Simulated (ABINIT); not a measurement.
# MoS2 (P6_3/mmc) in ABINIT: settings compared, part 2 of 2

ABINIT 10.8.3 (patched build). The steps go on from the part before.

## 3. Relaxation of cell and atoms, PBEsol

Input file run.abi:

```
# Pseudopotentials
pp_dirpath "./"
pseudos "Mo.GGA_PBE-JTH.xml, S.GGA_PBE-JTH.xml"

# Structure
acell 3*1.0
rprim
     5.9885420889     0.0000000000     0.0000000000
    -2.9942710445     5.1862295807     0.0000000000
     0.0000000000     0.0000000000    23.2889847599
ntypat 2
znucl 42 16
natom 6
typat 1 1 2 2 2 2
xred
     0.6666666667     0.3333333333     0.7500000000
     0.3333333333     0.6666666667     0.2500000000
     0.6666666667     0.3333333333     0.3770000000
     0.3333333333     0.6666666667     0.8770000000
     0.6666666667     0.3333333333     0.1230000000
     0.3333333333     0.6666666667     0.6230000000
chkprim 0
chksymtnons 0
tolsym 1.0e-6

# Plane-wave basis
ecut 20.0
pawecutdg 40.0
pawxcdev 0

# k points
kptopt 1
ngkpt 5 5 2
nshiftk 1
shiftk 0.0 0.0 0.0

# Exchange and correlation
ixc -116133

# Bands and occupations
nband 32
occopt 3
tsmear 0.05 eV

# SCF cycle
nstep 100
tolvrs 1.0e-9

# Output
iomode 3
prtwf 0
prtden 0
prteig 0
prtebands 0
enunit 1

# Relaxation
ionmov 2
ntime 60
tolmxf 5.0e-5
optcell 2
dilatmx 1.08
ecutsm 0.5
```

Potentials or basis: JTH PAW PBE v2.0.

On the command line:

```bash
$ abinit run.abi > log 2>&1
```

run.abo:

```text
.Version 10.8.3 of ABINIT
 Symmetries : space group P6_3/m m c (#194); Bravais hP (primitive hexag.)
================================================================================
 Values of the parameters that define the memory need of the present run
     intxc =       0    ionmov =       2      iscf =      17    lmnmax =      18
     lnmax =       6     mgfft =     108  mpssoang =       3    mqgrid =    7161
     natom =       6  nloc_mem =       2    nspden =       1   nspinor =       1
    nsppol =       1      nsym =      24    n1xccc =       1    ntypat =       2
    occopt =       3   xclevel =       2
       mpw =        3912          nfft =       97200          nkpt =          10
 PAW method is used; the additional fine FFT grid is defined by:
   mgfftf=       144    nfftf =    230400
================================================================================
================================================================================

--------------------------------------------------------------------------------
------------- Echo of variables that govern the present computation ------------
--------------------------------------------------------------------------------
 -outvars: echo values of preprocessed input variables --------
            acell      1.0000000000E+00  1.0000000000E+00  1.0000000000E+00 Bohr
              amu      9.59400000E+01  3.20660000E+01
          chkprim           0
      chksymtnons           0
          dilatmx      1.08000000E+00
[... 1743 lines left out ...]
-Cartesian components of stress tensor (GPa)         [Pressure= -3.1376E-03 GPa]
- sigma(1 1)=  2.36580905E-03  sigma(3 2)=  0.00000000E+00
- sigma(2 2)=  2.36580287E-03  sigma(3 1)=  0.00000000E+00
- sigma(3 3)=  4.68130246E-03  sigma(2 1)=  1.92410626E-09

== END DATASET(S) ==============================================================
================================================================================

 -outvars: echo values of variables after computation  --------
            acell      5.9414925355E+00  5.9414925356E+00  2.3677524064E+01 Bohr
           etotal     -1.7911164717E+02
            fcart      1.9260719642E-28 -1.8533636117E-28 -8.8844976986E-32
                       4.6452323843E-28  3.9029657235E-28 -0.0000000000E+00
                       7.9308845586E-29  2.9871860565E-28 -2.1268557951E-06
                      -3.5122488760E-28 -2.8999689454E-28 -2.1268557951E-06
                      -2.1526686659E-28 -2.1150149451E-28  2.1268557951E-06
                      -1.6994752626E-28 -2.1804277801E-30  2.1268557951E-06
            rprim      1.0000000000E+00  0.0000000000E+00  0.0000000000E+00
                      -5.0000000000E-01  8.6602540378E-01  0.0000000000E+00
                       0.0000000000E+00  0.0000000000E+00  1.0000000000E+00
           strten      8.0412215232E-08  8.0412005244E-08  1.5911423640E-07
                       0.0000000000E+00  0.0000000000E+00  6.5399042418E-14
           xangst      1.5720512232E+00  9.0762419691E-01  9.3972046028E+00
                      -1.7500371268E-11  1.8152483938E+00  3.1324015343E+00
                       1.5720512232E+00  9.0762419691E-01  4.6924813898E+00
                      -1.7500371268E-11  1.8152483938E+00  1.0957284458E+01
                       1.5720512232E+00  9.0762419691E-01  1.5723216787E+00
                      -1.7500371268E-11  1.8152483938E+00  7.8371247472E+00
             xred      6.6666666667E-01  3.3333333333E-01  7.5000000000E-01
                       3.3333333333E-01  6.6666666667E-01  2.5000000000E-01
                       6.6666666667E-01  3.3333333333E-01  3.7451148412E-01
                       3.3333333333E-01  6.6666666667E-01  8.7451148412E-01
                       6.6666666667E-01  3.3333333333E-01  1.2548851588E-01
                       3.3333333333E-01  6.6666666667E-01  6.2548851588E-01
 Calculation completed.
```

It took 12 min on 1 thread of Arm Neoverse V1, shared host; peak memory 0.2 GiB.

Results:

```
Free energy                                           : -4873.8762 eV
Relaxed volume                                        : 17.88 Å³/atom
Relaxed cell                                          : a = 3.144 Å, b = 3.144 Å, c = 12.530 Å, α = 90.00°, β = 90.00°, γ = 120.00°
Space group after relaxing (to 0.05 Å)                : P6_3/mmc (No. 194)
Energy gained by relaxing                             : 3.7 meV/atom
Ionic steps                                           : 12
Pressure after relaxing                               : 0.0 GPa
Band gap on the k mesh                                : 1.00 eV, indirect (least direct gap 2.26 eV)
Valence electrons inside the program's atomic spheres : Mo 11.31; S 3.59
```

The path:
```tsv
step	energy change (eV)	largest force (eV/Å)	pressure (GPa)	volume (Å³)
1	0.0000	0.2850	-2.67	107.18
2	-0.0132	0.1085	-1.18	106.31
3	-0.0173	0.0220	0.09	105.57
4	-0.0179	0.0150	0.17	105.51
5	-0.0189	0.0372	0.16	105.49
6	-0.0191	0.0457	0.12	105.54
7	-0.0198	0.0777	-0.10	105.94
8	-0.0207	0.0848	-0.23	106.48
9	-0.0216	0.0525	-0.21	107.09
10	-0.0219	0.0174	-0.08	107.27
11	-0.0219	0.0019	-0.01	107.28
12	-0.0219	0.0001	0.00	107.27
```

Final structure:
```
Mo S
1.0
     3.14410    0.00000    0.00000
    -1.57205    2.72287    0.00000
     0.00000    0.00000   12.52961
Mo S
2 4
Direct
  0.66667 0.33333 0.75000
  0.33333 0.66667 0.25000
  0.66667 0.33333 0.37451
  0.33333 0.66667 0.87451
  0.66667 0.33333 0.12549
  0.33333 0.66667 0.62549
```

Levels at points of the mesh, in eV from the valence-band top:
```tsv
k point	band 24	band 25	band 26	band 27	band 28	band 29
(0.00, 0.00, 0.00)	-1.29	-1.15	0.00	2.26	2.26	2.28
(0.00, 0.00, 0.50)	-2.06	-0.29	-0.29	2.27	2.27	2.27
```

Caveat: the k mesh is coarse (spacing up to 0.46 Å⁻¹), so the values aren't converged; the PAW data sets were made with another functional, which shifts forces and pressure a little; an odd mesh through Γ misses points on the zone boundary, where band edges often lie; this functional lacks dispersion, which binds the layers, so the pressure and a relaxed spacing across them are unreliable.
